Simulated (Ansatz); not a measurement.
# One atom moved along a line in HfO2

Theory: DFT r2SCAN, scalar-relativistic, plane waves, PAW (Ansatz). The runs took a 500 eV cutoff, a Γ-centred 6×6×6 mesh and Gaussian smearing (0.05 eV). Spin–orbit coupling is left out, which can shift energies with elements as heavy as these. No spin polarisation. Energies are free energies at this smearing, counted from the undisturbed cell; pressure is positive in compression.

The undisturbed cell (as given, not relaxed at this level; it stands at -8.4 GPa; this fluorite-type form isn't the usual structure):

```
Hf O
1.0
     5.11500    0.00000    0.00000
     0.00000   -5.11500    0.00000
     0.00000    0.00000   -5.11500
Hf O
4 8
Direct
  0.00000 0.50000 0.50000
  0.50000 0.00000 0.50000
  0.50000 0.50000 0.00000
  0.00000 0.00000 0.00000
  0.25000 0.25000 0.25000
  0.75000 0.75000 0.25000
  0.75000 0.25000 0.75000
  0.25000 0.75000 0.75000
  0.75000 0.75000 0.75000
  0.25000 0.25000 0.75000
  0.25000 0.75000 0.25000
  0.75000 0.25000 0.25000
```

Atom 1 (Hf) is moved by x along the Cartesian unit vector (0.707, -0.707, 0.000); the cell and all other atoms stay fixed. At -8 GPa the given cell is far from its own equilibrium, so these figures belong to a strongly strained crystal.

```
  x (Å)  ΔE (meV/cell)
-0.2000          293.4
-0.1000           69.7
 0.0000            0.0
 0.0250            4.3
 0.0500           17.2
 0.0750           38.9
 0.1250          110.0
 0.1500          160.3
 0.1750          221.2
```

Problem. Predict the force along x on the moved atoms (eV/Å) at each point.

Solution.
| x (Å) | force along x on the moved atoms (eV/Å) |
| --- | --- |
| -0.2000 | 3.13 |
| -0.1000 | 1.42 |
| 0.0000 | 0.00 |
| 0.0250 | -0.34 |
| 0.0500 | -0.69 |
| 0.0750 | -1.05 |
| 0.1250 | -1.81 |
| 0.1500 | -2.22 |
| 0.1750 | -2.66 |

Cost: 9 runs of about 24 core-minutes in all, on Intel Xeon Platinum 8259CL (Skylake/Cascade Lake) (shared hosts).